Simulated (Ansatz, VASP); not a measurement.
**Two plane-wave programs on AlN**

```xyz
4
Lattice="3.0360 0.0000 0.0000 -1.5180 2.6293 0.0000 0.0000 0.0000 4.4149" Properties=species:S:1:pos:R:3 pbc="T T T"
Al    0.0000    1.7528   -0.0651
Al    1.5180    0.8764    2.1423
N     0.0000    1.7528    1.7649
N     1.5180    0.8764    3.9723
```

Alike in both runs: functional PBE; k mesh 9 × 9 × 6; occupations gaussian, width 0.05 eV; no spin polarisation.

Ansatz relaxed the structure, and its values are those at the end. VASP's run is a single point on that final structure, the one shown.

```csv
,VASP,Ansatz
version,VASP 6.6.1,Ansatz 0.2.0
potentials or method,"VASP PAW PBE potentials, release 64 (Al, N)","scalar-relativistic, plane waves, PAW"
plane-wave cutoff (eV),520,520
valence electrons in the cell,16,16
```

|  | VASP | Ansatz | Ansatz less VASP |
| --- | --- | --- | --- |
| gap on the k mesh at the Fermi level (eV) | 4.88 | 4.88 | +0.002 |
| least direct gap on the mesh (eV) | 4.91 | 4.89 | -0.020 |

Ansatz warned: «stress_scf_threshold_loose».

Caveats: an odd mesh through Γ misses points on the zone boundary, where band edges often lie. As with any semilocal functional, this PBE gap is likely too small.
